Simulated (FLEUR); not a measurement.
# How the basis cutoff moves the magnetism of MnS (Browneite), part 2 of 4

Aim: see how far the moments and order energies of MnS (Browneite) move with the basis cutoff, and what each rung costs.

FLEUR MaX-R8.1; PBE with U = 4.9 eV, J = 0.9 eV on Mn d; all-electron FLAPW, Dirac cores, scalar-relativistic bands.

So far, largest spin moment in the muffin-tin sphere (μB): step 2 (rung 1 (Kmax 2.56 1/bohr), start ferro +) 4.70; step 3 (rung 1 (Kmax 2.56 1/bohr), start antiferro q=(0,1/2,1/2) +-) 4.58.

### 4. Rung 2 (Kmax 3.2 1/bohr), start ferro +

The k list default-1 (kpts.xml, not shown) is a Γ-centred 6×6×6 mesh.

File inp.xml:

```
<?xml version="1.0" encoding="UTF-8" standalone="no"?>
<fleurInput fleurInputVersion="0.39">
   <comment>
      MnS
   </comment>
   <calculationSetup>
      <cutoffs Kmax="3.2" Gmax="9.6" GmaxXC="9.6" numbands="0"/>
      <scfLoop itmax="130" minDistance="0.0001" maxIterBroyd="15" imix="Anderson" alpha="0.05" precondParam="0.0" spinf="2.0" sdNocoIR="T"/>
      <coreElectrons ctail="T" frcor="F" kcrel="0" coretail_lmax="0"/>
      <xcFunctional name="pbe" relativisticCorrections="F"/>
      <magnetism jspins="2"/>
      <soc l_soc="F" theta="0.0" phi="0.0" spav="F"/>
      <expertModes spex="0" secvar="F"/>
      <geometryOptimization l_f="F" forcealpha="1.0" forcemix="BFGS" epsdisp="0.00001" epsforce="0.00001"/>
      <ldaU l_linMix="F" mixParam="0.05" spinf="1.0"/>
   </calculationSetup>
   <cell>
      <bzIntegration valenceElectrons="21.0" mode="hist" fermiSmearingEnergy="0.00110248">
         <kPointListSelection listName="default-1"/>
         <xi:include xmlns:xi="http://www.w3.org/2001/XInclude" href="kpts.xml"> </xi:include>
      </bzIntegration>
      <xi:include xmlns:xi="http://www.w3.org/2001/XInclude" href="sym.xml"> </xi:include>
      <bulkLattice scale="1.0">
         <bravaisMatrix>
            <row-1>    0.0000000000000000     5.2912331488799991     5.2912331488799991</row-1>
            <row-2>    5.2912331488799991     0.0000000000000000     5.2912331488799991</row-2>
            <row-3>    5.2912331488799991     5.2912331488799991     0.0000000000000000</row-3>
         </bravaisMatrix>
      </bulkLattice>
   </cell>
   <atomSpecies>
      <species name="Manganese 4.500" element="Mn" atomicNumber="25">
         <mtSphere radius="2.7" gridPoints="893" logIncrement="0.014"/>
         <atomicCutoffs lmax="10" lnonsphr="8"/>
         <electronConfig flipSpins="F">
            <coreConfig>(1s1/2) (2s1/2) (2p1/2) (2p3/2)</coreConfig>
            <valenceConfig>(3s1/2) (3p1/2) (3p3/2) (4s1/2) (3d3/2) (3d5/2)</valenceConfig>
            <stateOccupation state="(3d3/2)" spinUp="1.75" spinDown="0.25"/>
            <stateOccupation state="(3d5/2)" spinUp="3.0" spinDown="0.0"/>
         </electronConfig>
         <energyParameters s="4" p="4" d="3" f="4"/>
         <ldaU l="2" U="4.9" J="0.9" l_amf="F"/>
         <lo type="SCLO" l="0" n="3" eDeriv="0"/>
         <lo type="SCLO" l="1" n="3" eDeriv="0"/>
      </species>
      <species name="Sulfur (S)" element="S" atomicNumber="16">
         <mtSphere radius="1.76" gridPoints="583" logIncrement="0.02"/>
         <atomicCutoffs lmax="6" lnonsphr="4"/>
         <electronConfig flipSpins="F">
            <coreConfig>(1s1/2) (2s1/2) (2p1/2) (2p3/2)</coreConfig>
            <valenceConfig>(3s1/2) (3p1/2) (3p3/2)</valenceConfig>
            <stateOccupation state="(3p1/2)" spinUp="0.666667" spinDown="0.666667"/>
            <stateOccupation state="(3p3/2)" spinUp="1.333333" spinDown="1.333333"/>
         </electronConfig>
         <energyParameters s="3" p="3" d="3" f="4"/>
      </species>
   </atomSpecies>
   <atomGroups>
      <atomGroup species="Manganese 4.500">
         <relPos label="                   1">.0000000000 .0000000000 .0000000000</relPos>
         <force calculate="T" relaxXYZ="TTT"/>
      </atomGroup>
      <atomGroup species="Sulfur (S)">
         <relPos label="                   2">1.000/4.000 1.000/4.000 1.000/4.000</relPos>
         <force calculate="T" relaxXYZ="TTT"/>
      </atomGroup>
   </atomGroups>
   <output dos="F" band="F" slice="F">
      <bandDOS minEnergy="-.5*Htr" maxEnergy="0.5*Htr" sigma="0.015" storeEVData="T"/>
      <plotting iplot="0" polar="F">
         <plot TwoD="T" vec1="  1.0  0.0  0.0" vec2="  0.0  1.0  0.0" vec3="  0.0  0.0  1.0" zero="  0.0  0.0  0.0" file="plot"/>
      </plotting>
      <moessbauerParams electricFieldGradient="F" isomerShift="F" coreHyperfine="F" valenceHyperfine="F"/>
   </output>
</fleurInput>
```

File crystal.txt:

```
MnS
&input film=F cartesian=F /
0.00000000000  2.80000000000  2.80000000000
2.80000000000  0.00000000000  2.80000000000
2.80000000000  2.80000000000  0.00000000000
1.8897261246
1.0 1.0 1.0

2
25 0.00000000000  0.00000000000  0.00000000000 : 4.500
16 0.25000000000  0.25000000000  0.25000000000

&kpt div1=6 div2=6 div3=6 gamma=T /
```

Run with:

```sh
> OMP_NUM_THREADS=1 inpgen -f crystal.txt > inpgen.log  # inp.xml is then edited as shown
> OMP_NUM_THREADS=1 mpirun -n 2 fleur_MPI > fleur.log
```

Output:

```text
[banner, memory and clock lines left out]
Welcome to FLEUR        (www.flapw.de)
      MaX-Release 8.1          (www.max-centre.eu)

 ========== k-point set info ==========
 Selected k-point list: default-1
 k-point list type: mesh
 6 x 6 x 6
 Number of k points: 16

 [... set-up left out ...]
 no density matrix found ... skipping LDA+U
 Reset of history
 Iteration:     1   Distance:       8.98838001 me/bohr^3
 Iteration:     2   Distance:       8.58485965 me/bohr^3
 Iteration:     3   Distance:       7.93353439 me/bohr^3
 Iteration:     4   Distance:       4.11662390 me/bohr^3
[...]
[... left out ...]
            <freeEnergy value="-1557.8470555872"/>
            <extrapolationTo0K value="-1557.8470555872"/>
         </totalEnergy>
         [... left out ...]
         <ldaUDensityMatrixConvergence>
            <distance spin="1" distance="0.000001"/>
            <distance spin="2" distance="0.000000"/>
         </ldaUDensityMatrixConvergence>
         <densityConvergence units="me/bohr^3">
            <chargeDensity spin="1" distance="0.0000377171"/>
            <chargeDensity spin="2" distance="0.0000358477"/>
            <overallChargeDensity distance="0.0000597357"/>
            <spinDensity distance="0.0000429757"/>
         </densityConvergence>
      </iteration>
```

Elapsed: 16 s, on 2 MPI ranks of Intel Xeon Platinum 8375C at 2.90GHz (Ice Lake), shared host; peak memory 0.17 GiB.

This step gave:

```yaml
free_energy: -42391.1779 eV
program_s_band_gap_on_this_mesh_in_a_metal_only_a_level_spacing: 1.230 eV
magnetization: 5 μB
final_state: ferromagnetic
largest_moment: 4.726 μB
```

The largest moment moves by +0.02 μB from rung 1, at 1.2 times its CPU time.

### 5. Rung 2 (Kmax 3.2 1/bohr), start antiferro q=(0,1/2,1/2) +-

The k list default-1 (kpts.xml, not shown) is a Γ-centred 6×3×6 mesh.

Changes to inp.xml since step 4:

```diff
@@ -17,3 +17,3 @@
    <cell>
-      <bzIntegration valenceElectrons="21.0" mode="hist" fermiSmearingEnergy="0.00110248">
+      <bzIntegration valenceElectrons="42.0" mode="hist" fermiSmearingEnergy="0.00110248">
          <kPointListSelection listName="default-1"/>
@@ -25,4 +25,4 @@
             <row-1>    0.0000000000000000     5.2912331488799991     5.2912331488799991</row-1>
-            <row-2>    5.2912331488799991     0.0000000000000000     5.2912331488799991</row-2>
-            <row-3>    5.2912331488799991     5.2912331488799991     0.0000000000000000</row-3>
+            <row-2>   10.5824662977599981     0.0000000000000000    10.5824662977599981</row-2>
+            <row-3>   10.5824662977599981     5.2912331488799991     5.2912331488799991</row-3>
          </bravaisMatrix>
@@ -39,2 +39,16 @@
             <stateOccupation state="(3d5/2)" spinUp="3.0" spinDown="0.0"/>
+         </electronConfig>
+         <energyParameters s="4" p="4" d="3" f="4"/>
+         <ldaU l="2" U="4.9" J="0.9" l_amf="F"/>
+         <lo type="SCLO" l="0" n="3" eDeriv="0"/>
+         <lo type="SCLO" l="1" n="3" eDeriv="0"/>
+      </species>
+      <species name="Manganese -4.500" element="Mn" atomicNumber="25">
+         <mtSphere radius="2.7" gridPoints="893" logIncrement="0.014"/>
+         <atomicCutoffs lmax="10" lnonsphr="8"/>
+         <electronConfig flipSpins="F">
+            <coreConfig>(1s1/2) (2s1/2) (2p1/2) (2p3/2)</coreConfig>
+            <valenceConfig>(3s1/2) (3p1/2) (3p3/2) (4s1/2) (3d3/2) (3d5/2)</valenceConfig>
+            <stateOccupation state="(3d3/2)" spinUp="0.25" spinDown="1.75"/>
+            <stateOccupation state="(3d5/2)" spinUp="0.0" spinDown="3.0"/>
          </electronConfig>
@@ -62,4 +76,9 @@
       </atomGroup>
+      <atomGroup species="Manganese -4.500">
+         <relPos label="                   2">.0000000000 1.000/2.000 .0000000000</relPos>
+         <force calculate="T" relaxXYZ="TTT"/>
+      </atomGroup>
       <atomGroup species="Sulfur (S)">
-         <relPos label="                   2">1.000/4.000 1.000/4.000 1.000/4.000</relPos>
+         <relPos label="                   3">1.000/4.000 .0000000000 1.000/4.000</relPos>
+         <relPos label="                   4">1.000/4.000 1.000/2.000 1.000/4.000</relPos>
          <force calculate="T" relaxXYZ="TTT"/>
```

File crystal.txt:

```
MnS
&input film=F cartesian=F /
0.00000000000  2.80000000000  2.80000000000
5.60000000000  0.00000000000  5.60000000000
5.60000000000  2.80000000000  2.80000000000
1.8897261246
1.0 1.0 1.0

4
25 0.00000000000  0.00000000000  0.00000000000 : 4.500
25 0.00000000000  0.50000000000  0.00000000000 : -4.500
16 0.25000000000  0.00000000000  0.25000000000
16 0.25000000000  0.50000000000  0.25000000000

&kpt div1=6 div2=3 div3=6 gamma=T /
```

Output:

```text
[banner, memory and clock lines left out]
Welcome to FLEUR        (www.flapw.de)
      MaX-Release 8.1          (www.max-centre.eu)

 ========== k-point set info ==========
 Selected k-point list: default-1
 k-point list type: mesh
 6 x 3 x 6
 Number of k points: 34

 [... set-up left out ...]
 no density matrix found ... skipping LDA+U
 Reset of history
 Iteration:     1   Distance:       8.79232474 me/bohr^3
 Iteration:     2   Distance:       8.53378229 me/bohr^3
 Iteration:     3   Distance:       7.88970208 me/bohr^3
 Iteration:     4   Distance:       4.23620542 me/bohr^3
[...]
[... left out ...]
            <freeEnergy value="-3115.7013964444"/>
            <extrapolationTo0K value="-3115.7013964444"/>
         </totalEnergy>
         [... left out ...]
         <ldaUDensityMatrixConvergence>
            <distance spin="1" distance="0.000005"/>
            <distance spin="2" distance="0.000004"/>
         </ldaUDensityMatrixConvergence>
         <densityConvergence units="me/bohr^3">
            <chargeDensity spin="1" distance="0.0000523287"/>
            <chargeDensity spin="2" distance="0.0000593654"/>
            <overallChargeDensity distance="0.0000981849"/>
            <spinDensity distance="0.0000537105"/>
         </densityConvergence>
      </iteration>
```

Elapsed: 95 s, on 2 MPI ranks; peak memory 0.35 GiB; 3.1 min of CPU time.

This step gave:

```yaml
free_energy: -84782.5541 eV
program_s_band_gap_on_this_mesh_in_a_metal_only_a_level_spacing: 2.782 eV
magnetization: 0 μB
final_state: antiferromagnetic
largest_moment: 4.609 μB
```

This start lies -99.1 meV a seeded atom from the first, a change of +7.7 meV since rung 1; its largest moment is 4.61 μB.

### 6. Rung 3 (Kmax 3.84 1/bohr), start ferro +

The k list default-1 (kpts.xml, not shown) is a Γ-centred 6×6×6 mesh.

Changes to inp.xml since step 5:

```diff
@@ -6,3 +6,3 @@
    <calculationSetup>
-      <cutoffs Kmax="3.2" Gmax="9.6" GmaxXC="9.6" numbands="0"/>
+      <cutoffs Kmax="3.84" Gmax="11.5" GmaxXC="11.5" numbands="0"/>
       <scfLoop itmax="130" minDistance="0.0001" maxIterBroyd="15" imix="Anderson" alpha="0.05" precondParam="0.0" spinf="2.0" sdNocoIR="T"/>
@@ -17,3 +17,3 @@
    <cell>
-      <bzIntegration valenceElectrons="42.0" mode="hist" fermiSmearingEnergy="0.00110248">
+      <bzIntegration valenceElectrons="21.0" mode="hist" fermiSmearingEnergy="0.00110248">
          <kPointListSelection listName="default-1"/>
@@ -25,4 +25,4 @@
             <row-1>    0.0000000000000000     5.2912331488799991     5.2912331488799991</row-1>
-            <row-2>   10.5824662977599981     0.0000000000000000    10.5824662977599981</row-2>
-            <row-3>   10.5824662977599981     5.2912331488799991     5.2912331488799991</row-3>
+            <row-2>    5.2912331488799991     0.0000000000000000     5.2912331488799991</row-2>
+            <row-3>    5.2912331488799991     5.2912331488799991     0.0000000000000000</row-3>
          </bravaisMatrix>
@@ -39,16 +39,2 @@
             <stateOccupation state="(3d5/2)" spinUp="3.0" spinDown="0.0"/>
-         </electronConfig>
-         <energyParameters s="4" p="4" d="3" f="4"/>
-         <ldaU l="2" U="4.9" J="0.9" l_amf="F"/>
-         <lo type="SCLO" l="0" n="3" eDeriv="0"/>
-         <lo type="SCLO" l="1" n="3" eDeriv="0"/>
-      </species>
-      <species name="Manganese -4.500" element="Mn" atomicNumber="25">
-         <mtSphere radius="2.7" gridPoints="893" logIncrement="0.014"/>
-         <atomicCutoffs lmax="10" lnonsphr="8"/>
-         <electronConfig flipSpins="F">
-            <coreConfig>(1s1/2) (2s1/2) (2p1/2) (2p3/2)</coreConfig>
-            <valenceConfig>(3s1/2) (3p1/2) (3p3/2) (4s1/2) (3d3/2) (3d5/2)</valenceConfig>
-            <stateOccupation state="(3d3/2)" spinUp="0.25" spinDown="1.75"/>
-            <stateOccupation state="(3d5/2)" spinUp="0.0" spinDown="3.0"/>
          </electronConfig>
@@ -76,9 +62,4 @@
       </atomGroup>
-      <atomGroup species="Manganese -4.500">
-         <relPos label="                   2">.0000000000 1.000/2.000 .0000000000</relPos>
-         <force calculate="T" relaxXYZ="TTT"/>
-      </atomGroup>
       <atomGroup species="Sulfur (S)">
-         <relPos label="                   3">1.000/4.000 .0000000000 1.000/4.000</relPos>
-         <relPos label="                   4">1.000/4.000 1.000/2.000 1.000/4.000</relPos>
+         <relPos label="                   2">1.000/4.000 1.000/4.000 1.000/4.000</relPos>
          <force calculate="T" relaxXYZ="TTT"/>
```

File crystal.txt:

```
MnS
&input film=F cartesian=F /
0.00000000000  2.80000000000  2.80000000000
2.80000000000  0.00000000000  2.80000000000
2.80000000000  2.80000000000  0.00000000000
1.8897261246
1.0 1.0 1.0

2
25 0.00000000000  0.00000000000  0.00000000000 : 4.500
16 0.25000000000  0.25000000000  0.25000000000

&kpt div1=6 div2=6 div3=6 gamma=T /
```

Output:

```text
[banner, memory and clock lines left out]
Welcome to FLEUR        (www.flapw.de)
      MaX-Release 8.1          (www.max-centre.eu)

 ========== k-point set info ==========
 Selected k-point list: default-1
 k-point list type: mesh
 6 x 6 x 6
 Number of k points: 16

 [... set-up left out ...]
 no density matrix found ... skipping LDA+U
 Reset of history
 Iteration:     1   Distance:       9.14979609 me/bohr^3
 Iteration:     2   Distance:       8.73850822 me/bohr^3
 Iteration:     3   Distance:       8.04883751 me/bohr^3
 Iteration:     4   Distance:       4.10825084 me/bohr^3
[...]
[... left out ...]
            <freeEnergy value="-1557.8530551680"/>
            <extrapolationTo0K value="-1557.8530551680"/>
         </totalEnergy>
         [... left out ...]
         <ldaUDensityMatrixConvergence>
            <distance spin="1" distance="0.000001"/>
            <distance spin="2" distance="0.000000"/>
         </ldaUDensityMatrixConvergence>
         <densityConvergence units="me/bohr^3">
            <chargeDensity spin="1" distance="0.0000448383"/>
            <chargeDensity spin="2" distance="0.0000314620"/>
            <overallChargeDensity distance="0.0000618565"/>
            <spinDensity distance="0.0000466308"/>
         </densityConvergence>
      </iteration>
```

Run time: 29 s. Hardware: 2 MPI ranks; peak memory 0.17 GiB; 57 s of CPU time.

This step gave:

* free energy: -42391.3412 eV
* program's band gap on this mesh (in a metal only a level spacing): 1.217 eV
* magnetization: 5 μB
* final state: ferromagnetic
* largest moment: 4.729 μB

The largest moment is that of rung 2, at 1.9 times its CPU time.

### 7. Rung 3 (Kmax 3.84 1/bohr), start antiferro q=(0,1/2,1/2) +-

The k list default-1 (kpts.xml, not shown) is a Γ-centred 6×3×6 mesh.

Changes to inp.xml since step 6:

```diff
@@ -17,3 +17,3 @@
    <cell>
-      <bzIntegration valenceElectrons="21.0" mode="hist" fermiSmearingEnergy="0.00110248">
+      <bzIntegration valenceElectrons="42.0" mode="hist" fermiSmearingEnergy="0.00110248">
          <kPointListSelection listName="default-1"/>
@@ -25,4 +25,4 @@
             <row-1>    0.0000000000000000     5.2912331488799991     5.2912331488799991</row-1>
-            <row-2>    5.2912331488799991     0.0000000000000000     5.2912331488799991</row-2>
-            <row-3>    5.2912331488799991     5.2912331488799991     0.0000000000000000</row-3>
+            <row-2>   10.5824662977599981     0.0000000000000000    10.5824662977599981</row-2>
+            <row-3>   10.5824662977599981     5.2912331488799991     5.2912331488799991</row-3>
          </bravaisMatrix>
@@ -39,2 +39,16 @@
             <stateOccupation state="(3d5/2)" spinUp="3.0" spinDown="0.0"/>
+         </electronConfig>
+         <energyParameters s="4" p="4" d="3" f="4"/>
+         <ldaU l="2" U="4.9" J="0.9" l_amf="F"/>
+         <lo type="SCLO" l="0" n="3" eDeriv="0"/>
+         <lo type="SCLO" l="1" n="3" eDeriv="0"/>
+      </species>
+      <species name="Manganese -4.500" element="Mn" atomicNumber="25">
+         <mtSphere radius="2.7" gridPoints="893" logIncrement="0.014"/>
+         <atomicCutoffs lmax="10" lnonsphr="8"/>
+         <electronConfig flipSpins="F">
+            <coreConfig>(1s1/2) (2s1/2) (2p1/2) (2p3/2)</coreConfig>
+            <valenceConfig>(3s1/2) (3p1/2) (3p3/2) (4s1/2) (3d3/2) (3d5/2)</valenceConfig>
+            <stateOccupation state="(3d3/2)" spinUp="0.25" spinDown="1.75"/>
+            <stateOccupation state="(3d5/2)" spinUp="0.0" spinDown="3.0"/>
          </electronConfig>
@@ -62,4 +76,9 @@
       </atomGroup>
+      <atomGroup species="Manganese -4.500">
+         <relPos label="                   2">.0000000000 1.000/2.000 .0000000000</relPos>
+         <force calculate="T" relaxXYZ="TTT"/>
+      </atomGroup>
       <atomGroup species="Sulfur (S)">
-         <relPos label="                   2">1.000/4.000 1.000/4.000 1.000/4.000</relPos>
+         <relPos label="                   3">1.000/4.000 .0000000000 1.000/4.000</relPos>
+         <relPos label="                   4">1.000/4.000 1.000/2.000 1.000/4.000</relPos>
          <force calculate="T" relaxXYZ="TTT"/>
```

File crystal.txt:

```
MnS
&input film=F cartesian=F /
0.00000000000  2.80000000000  2.80000000000
5.60000000000  0.00000000000  5.60000000000
5.60000000000  2.80000000000  2.80000000000
1.8897261246
1.0 1.0 1.0

4
25 0.00000000000  0.00000000000  0.00000000000 : 4.500
25 0.00000000000  0.50000000000  0.00000000000 : -4.500
16 0.25000000000  0.00000000000  0.25000000000
16 0.25000000000  0.50000000000  0.25000000000

&kpt div1=6 div2=3 div3=6 gamma=T /
```

Output:

```text
[banner, memory and clock lines left out]
Welcome to FLEUR        (www.flapw.de)
      MaX-Release 8.1          (www.max-centre.eu)

 ========== k-point set info ==========
 Selected k-point list: default-1
 k-point list type: mesh
 6 x 3 x 6
 Number of k points: 34

 [... set-up left out ...]
 no density matrix found ... skipping LDA+U
 Reset of history
 Iteration:     1   Distance:       8.93308636 me/bohr^3
 Iteration:     2   Distance:       8.68157118 me/bohr^3
 Iteration:     3   Distance:       8.00000866 me/bohr^3
 Iteration:     4   Distance:       4.22678073 me/bohr^3
[...]
[... left out ...]
            <freeEnergy value="-3115.7133661423"/>
            <extrapolationTo0K value="-3115.7133661423"/>
         </totalEnergy>
         [... left out ...]
         <ldaUDensityMatrixConvergence>
            <distance spin="1" distance="0.000003"/>
            <distance spin="2" distance="0.000003"/>
         </ldaUDensityMatrixConvergence>
         <densityConvergence units="me/bohr^3">
            <chargeDensity spin="1" distance="0.0000484877"/>
            <chargeDensity spin="2" distance="0.0000484877"/>
            <overallChargeDensity distance="0.0000851323"/>
            <spinDensity distance="0.0000464405"/>
         </densityConvergence>
      </iteration>
```

Run time: 4.5 min. Hardware: 2 MPI ranks; peak memory 0.36 GiB; 8.7 min of CPU time.

Numbers from this step:

| Item | Value |
| --- | --- |
| free energy | -84782.8798 eV |
| program's band gap on this mesh (in a metal only a level spacing) | 2.768 eV |
| magnetization | 0 μB |
| final state | antiferromagnetic |
| largest moment | 4.613 μB |

This start lies -98.7 meV a seeded atom from the first, a change of +0.4 meV since rung 2; its largest moment is 4.61 μB.

(Part 2 of 4 ends here.)

[Logs and program files are shortened in this print: banners, set-up blocks, solver, clock and traceback lines can be left out without a mark of their own.]

[Logs are printed without paths, hosts, clocks, repeated set-up lines and the standing remarks that a program may print on its own settings, such as how far it seeks lower states.]

[Hosts, paths, dates, database ids (printed as entryN), source tags and the programs' standing remarks are cut or masked in the printed files.]

[Where a cell is said to come from a database of computed structures, the database is the Materials Project.]
